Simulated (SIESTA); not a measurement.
The system is CdS (Greenockite).

```
CELL_PARAMETERS angstrom
4.15000 0.00000 0.00000
-2.07500 3.59401 0.00000
0.00000 0.00000 6.73700
ATOMIC_POSITIONS crystal
Cd 0.66667 0.33333 0.50000
Cd 0.33333 0.66667 0.00000
S 0.66667 0.33333 0.87500
S 0.33333 0.66667 0.37500
```

* Program: SIESTA 5.4.2
* Task: single point
* Functional: PBE
* Potentials or basis: PseudoDojo 0.4 standard (PBE files)
* Basis: DZP (energy shift 0.002 Ry)
* Grid cutoff: 800 Ry
* Energy shift: 0.002 Ry
* k mesh: 7 × 7 × 4
* Occupations: fermi-dirac, width 0.05 eV
* Spin: no spin polarisation

On this cell: pressure 2.9 GPa; largest force 0.076 eV/Å; band gap on the k mesh 1.42 eV, direct.

The same run follows on a disturbed copy (atoms moved at random, drawn with an rms of 0.05 Å):

```
Cd S
1.0
     4.15000    0.00000    0.00000
    -2.07500    3.59401    0.00000
     0.00000    0.00000    6.73700
Cd S
2 2
Direct
  0.65238 0.33483 0.49822
  0.33236 0.66383 0.00239
  0.66257 0.33254 0.87277
  0.33939 0.67049 0.37511
```

**Question.** What changes?

**Answer.** The energy moves by +5.6 meV/atom; pressure 3.0 GPa; largest force 0.466 eV/Å; band gap on the k mesh 1.41 eV, direct.

Forces in eV/Å, atoms in the order of the input:
```
Cd   0.438 -0.005  0.015
Cd  -0.084  0.036 -0.241
S    0.108 -0.034  0.164
S   -0.462  0.003  0.062
```

Stress tensor (GPa, compression positive):
```
 2.68 -1.04  0.47
-1.04  2.68  0.04
 0.47  0.04  3.50
```

Caveats: semicore shells carry a single zeta, which can move pressures by several GPa and volumes by a few percent; the basis of atomic orbitals isn't converged, which shifts pressures, moduli and gaps.

